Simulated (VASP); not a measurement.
A run of VASP 6.6.1:

File INCAR:

```
SYSTEM = PbSe
PREC = Accurate
ENCUT = 600
EDIFF = 1E-6
ISMEAR = 0
SIGMA = 0.03
LREAL = .FALSE.
LASPH = .TRUE.
NELM = 80
ALGO = Normal
ISIF = 3
LWAVE = .FALSE.
LCHARG = .FALSE.
GGA = PS
IBRION = 2
NSW = 90
EDIFFG = -0.01
KPAR = 4
```

File KPOINTS:

```
regular mesh
0
G
  8 8 8
  0 0 0
```

The input POSCAR:

```
PbSe
1.0
    0.0000000000      3.0606500000      3.0606500000
    3.0606500000      0.0000000000      3.0606500000
    3.0606500000      3.0606500000      0.0000000000
Pb Se
1 1
Direct
    0.0000000000      0.0000000000      0.0000000000
    0.5000000000      0.5000000000      0.5000000000
```

Potentials or basis: VASP PAW PBE potentials, release 64 (Pb_d, Se).

The run is started by

```console
$ cat potpaw_PBE.64/Pb_d/POTCAR potpaw_PBE.64/Se/POTCAR > POTCAR
$ mpirun -np 4 vasp_std > vasp.out
```

Hardware: 4 MPI ranks on AMD EPYC 9R45 96-Core Processor (Zen 5) (shared host).

**Question.** Estimate the wall time of this run.

**Answer.** Run time: 12 s on 4 MPI ranks on AMD EPYC 9R45 96-Core Processor (Zen 5), on a shared host, peak memory 0.2 GiB a rank. Counts: scf iterations 23, k points 29, ion steps 3.
